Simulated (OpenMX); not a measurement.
## BaTiO3 under changes of volume

One of the cells (12.856 Å³/atom); the others are scaled copies at fixed shape and fractional positions:

```xyz
5
Lattice="3.9998 0.0000 0.0000 0.0000 3.9998 0.0000 0.0000 0.0000 4.0180" Properties=species:S:1:pos:R:3 pbc="T T T"
Ba    0.0000    0.0000    0.0000
Ti    1.9999    1.9999    1.9688
O     0.0000    1.9999    2.0773
O     1.9999    0.0000    2.0773
O     1.9999    1.9999    0.0763
```

```yaml
Program: OpenMX 3.8.5
Functional: LDA
Potentials_or_basis: OpenMX 2013 LDA set, Ba10.0-s3p2d2, Ti7.0-s3p2d2, O6.0-s2p2d1, fixed grid of 48 × 48 × 48 points
k_mesh: 7 × 7 × 7
Occupations: fermi-dirac, width 0.05 eV
Spin: no spin polarisation
```

```csv
volume (Å³/atom),energy over the lowest point (meV/atom),gap on the mesh (eV),largest force (eV/Å)
12.085,4.76,1.55,0.151
12.342,0.00,1.51,0.243
12.599,1.89,1.47,0.354
12.856,9.69,1.43,0.473
13.113,22.70,1.39,0.548
13.371,?,?,?
```

What does the run at 13.371 Å³/atom give?

Energy over the lowest point 40.33 meV/atom; gap on the mesh 1.35 eV; largest force 0.662 eV/Å.

Worked out: A Birch-Murnaghan fit of order 3 (a polynomial in V^(-2/3)) to the other rows has its minimum at 12.39 Å³/atom with B0 = V·E''(V) = 195 GPa and B' = 4.9 at fixed shape and positions, which overstates the stiffness. It gives 40.41 meV/atom at 13.371 Å³/atom, against the run's 40.33. A straight line through the other rows of the gap, of slope -1.96 eV per unit of ln V, extrapolates to 1.35 eV, against the run's 1.35.

Energies are extrapolated to zero smearing.

Caveats: spin-orbit coupling is left out, which moves the levels of the heavy elements; an odd mesh through Γ misses points on the zone boundary, where band edges often lie; the basis of atomic orbitals isn't converged, which shifts pressures, moduli and gaps.
